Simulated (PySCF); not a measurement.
**Unknowns**

Theoretical values (PySCF): spin–spin couplings from B3LYP/pcJ-1 (spin–dipole term left out of most H,H and C,H couplings), NMR shieldings at PBE0/pcSseg-1/GIAO, geometry from GFN2-xTB. Gas phase, equivalent nuclei averaged, one computed conformer, no relativistic terms.

Referencing at the same level of theory: ¹H and ¹³C against TMS. Multiplet labels drop J under 1 Hz and among equivalent protons, and merge close values. Unscaled 3J(H,H) run several per cent high. Where no couplings were computed, multiplicities follow the n + 1 count of equivalent neighbours, and m marks all less simple cases (inequivalent or close neighbours, rings, F or P nearby). Shifts are as computed. Against solution values, carbons near 30 ppm lie about +3 ppm off and those near 130 ppm about +5 ppm. Of 1211 compounds with measured shifts, 218 miss one by over three times the rms of a fit or turn the order of signals round; such compounds aren't used in these exercises. OH and NH positions are gas-phase values without hydrogen bonding to other molecules.

(1) C₈H₁₀O₃. ¹H NMR (300 MHz, computed): δ 5.92 (s, 2H), 5.91 (s, 1H), 4.25 (br s, 1H), 3.87 (s, 6H). ¹³C{¹H} NMR (computed): δ 168.7 (C), 165.2 (C), 95.8 (CH), 94.9 (CH), 56.0 (CH3). What is it?

(2) C₄H₁₀O. ¹H NMR (600 MHz, computed): δ 1.23 (s, 9H), 0.21 (br s, 1H). ¹³C{¹H} NMR (computed): δ 70.6 (C), 33.1 (CH3). What is it?

## Answers

(1) 3,5-dimethoxyphenol (c1c(O)cc(OC)cc1OC). The formula gives 4 degrees of unsaturation (1 ring in the answer). 5 carbon signals for 8 carbons: some carbons are equivalent by symmetry or fast rotation. Carbon types of the structure: 3 × C, 3 × CH, 2 × CH3, leaving 1 H on heteroatoms. δC 168.7, 165.2: aromatic carbon bearing oxygen; the electronegative substituent deshields the carbon that carries it. δC 95.8, 94.9: aromatic CH; π donation from the O or N substituent raises the electron density at positions ortho and para to it. δH 5.92, 5.91: hydrogen on an aromatic CH; ortho or para to a lone-pair donor, hence upfield of benzene. δH 3.87: hydrogen on a methyl carbon bonded to O; its carbon carries O, which withdraws density.

The data come from this structure; uniqueness wasn't tested.

(2) SMILES CC(C)(C)O. Rings plus π bonds: 0. 2 carbon signals for 4 carbons: some carbons are equivalent by symmetry or fast rotation. Carbon types of the structure: 1 × C, 3 × CH3, leaving 1 H on heteroatoms. δC 70.6: fully substituted sp3 carbon bonded to O; deshielded by the electronegative neighbour. δC 33.1: methyl carbon; aliphatic region, no heteroatom directly attached. δH 1.23: hydrogen on a methyl carbon. δH 0.21: hydrogen on an alcohol oxygen; exchangeable; this is the value without hydrogen bonding to other molecules.

The shifts were computed for this structure.
